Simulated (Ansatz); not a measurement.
ZnS:

```
CELL_PARAMETERS angstrom
0.00000 2.70200 2.70200
2.70200 0.00000 2.70200
2.70200 2.70200 0.00000
ATOMIC_POSITIONS crystal
Zn 0.75000 0.75000 0.75000
S 0.00000 0.00000 0.00000
```

Below is the output of Ansatz 0.2.0 for this cell. Logs are shortened: lines on timing, memory, paths and dates and some standing lists are left out, and cuts for length are marked.

```text
Warning: RAYON_NUM_THREADS=2 ignored (pool sized by the plan → 2); use --threads N
Engine: ansatz 0.2.0, x86_64-unknown-linux-gnu
Pseudopotentials: kind: paw
Pseudopotential: Zn, paw, valence charge 12, recommended cutoff 420 eV (normal), Zn.paw.azcp
Pseudopotential: S, paw, valence charge 6, recommended cutoff 420 eV (normal), S.paw.azcp
Functional definition: revPBE
  parameter kappa = 1.245
  parameter beta = 0.06672455060314922
  exchange = pbe_x(kappa = kappa, mu = beta*pi^2/3)
  correlation = pbe_c(beta = beta)
Crystal: 2 atoms, lattice volume = 39.454 Å³
Basis set: ecut = 420 eV, 749 PW (Γ), exchange–correlation on 54×54×54 points (8 copies of the dense FFT grid, shifted against one another)
Bands: 13, of which v1, the nominal top of the filled ones, is band 9 counted from 1 (8 counted from 0)
Symmetry: 24 space group operations
Space group: F-43m (ITA 216), of the structure as read, at distance tolerance 3.4e-5 Å
k-points: 35 of 729 (time reversal used)
Non-local potential: Zn, projectors of the file, l = 0: 2, l = 1: 2, l = 2: 3, l = 3: 1
Non-local potential: S, projectors of the file, l = 0: 2, l = 1: 2, l = 2: 2
PAW form: soft (Blöchl's): semilocal exchange-correlation on the pseudo side does not see the compensation charge
PAW frozen core: Zn, regenerated for the run's functional, and the local potential with it (the file was generated under x = pbe(κ = 0.804, μ = 0.2195149727645171), c = pbe(β = 0.06672455060314922))
PAW frozen core: S, regenerated for the run's functional, and the local potential with it (the file was generated under x = pbe(κ = 0.804, μ = 0.2195149727645171), c = pbe(β = 0.06672455060314922))
PAW one-centre angular grid: Zn, 590 points (default); XC on 64 Gauss nodes
PAW one-centre angular grid: S, 110 points (default); XC on 64 Gauss nodes
Initial density: superposition of atomic densities (neutral atoms: chi_scale 0, normalization atom), corrected by the library's trained network
Initial wavefunctions: pseudopotential atomic-orbital guess
Functional: x = revpbe(κ = 1.245, μ = 0.2195149727645171), c = pbe(β = 0.06672455060314922)
SCF iter   1: F=—  HF=-4229.067323 eV  |F-HF|=—  |Δ(HF+E_count)|=         —  Δρ=2.82e-3  dr2=1.52e-3  ethr=1.77e-3  ⟨swp⟩=5.2  Hψ=2633  notcnv=0
preconditioner: auto → none  [insulator: Δε(μ)=2.237 eV  Ē_g=12.275 eV  σ=0.050 eV  W_gap=1.00  n_scr=14 (ndim 8)  ℏωp=25.1 eV  f_vac=0.026  D(μ)=0.00/eV (n_scr^D=0)  ε∞_Penn≈5.2]
SCF iter   2: F=—  HF=-4229.067549 eV  |F-HF|=—  |Δ(HF+E_count)|=   2.26e-4  Δρ=1.31e-3  dr2=4.17e-4  ethr=8.43e-6  ⟨swp⟩=2.1  Hψ=1081  notcnv=0
[... 52 lines left out ...]
SCF 5 converged in 8 iterations: F = -4229.088029 eV  dr2 = 1.86e-12
relax step   5: F+E_penalty+E_count = -4229.08802885 eV  Δ(F+E_penalty+E_count) = -9.124e-4 eV  max|allowed force component| = 8.327e-17 eV/Å  Δτ_max = 0.0000 Å  P = +0.003 GPa  Ω = 41.429 Å³  stress off target by 2.60e-3 GPa  SCF on the basis re-selected at this cell (its energy is not comparable with the rows above)  (8 SCF iters)
basis re-selected at this cell: Δ(F+E_penalty+E_count) = -9.124e-4 eV, ΔP = -0.002 GPa vs the last step (what re-selecting the basis moved, of the pressure what is left beyond the Pulay correction that the steps carried, after the strain that the cell walked since its last selection, with what the two solves' SCF thresholds leave and, on support functions, any second-order correction that the steps lacked; it is no measure of the basis error at this ecutwfc). This SCF's stress stands 2.60e-3 GPa from its target on what of the cell is left free (relax.cell.stress_tol is 5.00e-2 GPa) and its largest allowed force component is 8.33e-17 eV/Å (relax.f_tol is 1.00e-2 eV/Å): within both
SCF converged after 8 iterations
Free energy (F): -4229.088029 eV
Harris-Foulkes:  -4229.088029 eV  (|F-HF|=9.09e-12)
Internal energy: -4229.088029 eV  (E = F + TS)
E sigma→0 (E₀):  -4229.088029 eV
Fermi energy:    6.309731 eV
--- Per-component energies (eV) ---
  E_band       = -1.249515
  E_kinetic    = 237.077451
  E_local      = -2072.920465  (includes V_loc(G=0)·N_el)
  E_nonlocal   = 642.905148
  E_hartree    = 866.460155
  E_xc         = -234.172605
  E_vxc        = -138.251861  (∫ρ·V_xc dr)
  E_paw        = -2435.222283  (= ΣΔE_a)
  E_vpaw       = -402.979718  (= ΣTr[D̂ρ^β])
  E_aug_tail   = -0.000345  (compensation charges beyond the density's cutoff)
  E_ewald      = -1233.130667
  E_core_change = -0.084419  (= ΣΔE_core)
  E_smearing   = -0.000000  (= −TS)
  E_closure    = -0.000000  (closes the sum)
  Σ components = -4229.088029   (vs F -4229.088029, Δ=0.00e0)
--- Forces (eV/Å), atoms counted from 1 ---
  atom   1  Zn     0.00000000    -0.00000000     0.00000000
  atom   2  S     -0.00000000     0.00000000    -0.00000000
  max |Σ_I F_I| component: 5.55e-17 eV/Å
--- Stress (GPa, compression-positive) ---
        0.002599      -0.000000      -0.000000
       -0.000000       0.002599      -0.000000
       -0.000000      -0.000000       0.002599
  P = ⅓ Tr σ = 0.0026 GPa (0.026 kbar)
--- Relaxed structure (4 steps of the walk, 4 accepted, 1 SCFs on fresh bases) ---
  F+E_penalty+E_count = -4229.08802885 eV   max|allowed force component| = 8.327e-17 eV/Å   (the final SCF, on the basis selected at the relaxed cell)
  cell:  # Å, volume = 41.4292 Å³
    - [-2.5413317753280323e-33, 2.746368201244308, 2.746368201244308]
    - [2.746368201244308, -6.815193707449958e-34, 2.746368201244308]
    - [2.746368201244308, 2.746368201244308, 3.337459236457755e-33]
  atoms:
    - { symbol: Zn, position: [0.7499999999999999, 0.7499999999999999, 0.7499999999999999] }
    - { symbol: S, position: [2.234860416900128e-34, -1.8636211449898079e-34, -5.73935914373355e-34] }
```

**Question.** Write the input and the command behind it.

**Answer.** Relaxation of cell and atoms with revPBE, no spin polarisation. The files as run (others can give the same):

input.yaml
```yaml
crystal:
  lattice:
    - [0.0, 2.702, 2.702]
    - [2.702, 0.0, 2.702]
    - [2.702, 2.702, 0.0]
  atoms:
    - { symbol: Zn, position: [0.75, 0.75, 0.75] }
    - { symbol: S, position: [0.0, 0.0, 0.0] }
hamiltonian:
  xc: revpbe
  pseudopotentials: { kind: paw }
kpoints:
  mp_grid: { grid: [9, 9, 9] }
scf:
  occupations: { method: fermi_dirac, width: 0.05 }
output:
  forces: true
  stress: true
relax:
  f_tol: 0.01
  max_steps: 40
  cell: { stress_tol: 0.05 }
```

Potentials or basis: Ansatz PAW.
The run is started by
```bash
$ ansatz run input.yaml --threads 2 --pin off --max-ram 5632MiB --backend cpu --events-out ev --progress --plain --runs-dir out
```

Caveat: odd divisions of the mesh miss points on the zone boundary, where band edges often lie, so the gap on the mesh can be too wide; the plane-wave basis is chosen anew once the cell has moved, so the energies of steps on either side of that aren't comparable; the PAW data sets come from PBE, with cores solved anew for the run's functional, which leaves a small shift of forces and pressure.
